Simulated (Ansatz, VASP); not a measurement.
# Two plane-wave programs on NaH

Contents of INCAR:

```
  ALGO = Normal
  EDIFF = 1E-6
  ENCUT = 520
  GGA = PE
  ISIF = 2
  ISMEAR = 0
  LASPH = T
  LCHARG = T
  LELF = T
  LREAL = F
  LVHAR = T
  LWAVE = F
  NBANDS = 11
  NELM = 60
  PREC = Accurate
  SIGMA = 0.02
```

Contents of KPOINTS:

```
k-points
0
Gamma
  8 8 8
```

Contents of POSCAR:

```
NaH
1.0
    0.0000000000      2.4940303794      2.4940303794
    2.4940303794      0.0000000000      2.4940303794
    2.4940303794      2.4940303794      0.0000000000
Na H
1 1
Direct
    0.0000000000      0.0000000000      0.0000000000
    0.5000000000      0.5000000000      0.5000000000
```

Input for Ansatz:

```yaml
crystal:
  lattice:
    - [0.0, 2.4940303794, 2.4940303794]
    - [2.4940303794, 0.0, 2.4940303794]
    - [2.4940303794, 2.4940303794, 0.0]
  atoms:
    - { symbol: Na, position: [0.0, 0.0, 0.0] }
    - { symbol: H, position: [0.5, 0.5, 0.5] }
basis:
  ecutwfc: 420
kpoints:
  mp_grid: { grid: [8, 8, 8] }
hamiltonian:
  xc: pbe
scf:
  occupations: { method: gaussian, width: 0.02 }
output:
  forces: true
  stress: true
  eigenvalues: true
```

Alike in both runs: task single point; functional PBE; k mesh 8 × 8 × 8; occupations gaussian, width 0.02 eV; no spin polarisation.

|  | VASP | Ansatz |
| --- | --- | --- |
| version | VASP 6.6.1 | Ansatz 0.2.0 |
| potentials or method | VASP PAW PBE potentials, release 64 (Na_pv, H) | scalar-relativistic, plane waves, PAW |
| plane-wave cutoff (eV) | 520 | 420 |
| valence electrons in the cell | 8 | 10 |

Ansatz gave:

```
gap on the k mesh at the Fermi level (eV) : 3.61
least direct gap on the mesh (eV)         : 4.42
pressure (GPa)                            : -1.9
```

**Question.** What did VASP give for the same quantities?

**Answer.** gap on the k mesh at the Fermi level (eV): 3.61; least direct gap on the mesh (eV): 4.41; pressure (GPa): -1.9.

The functional is the same, so the differences come from potentials, cutoffs and numerics. The two sets of potentials don't hold the same shells in valence.

A k mesh can miss the band edges.
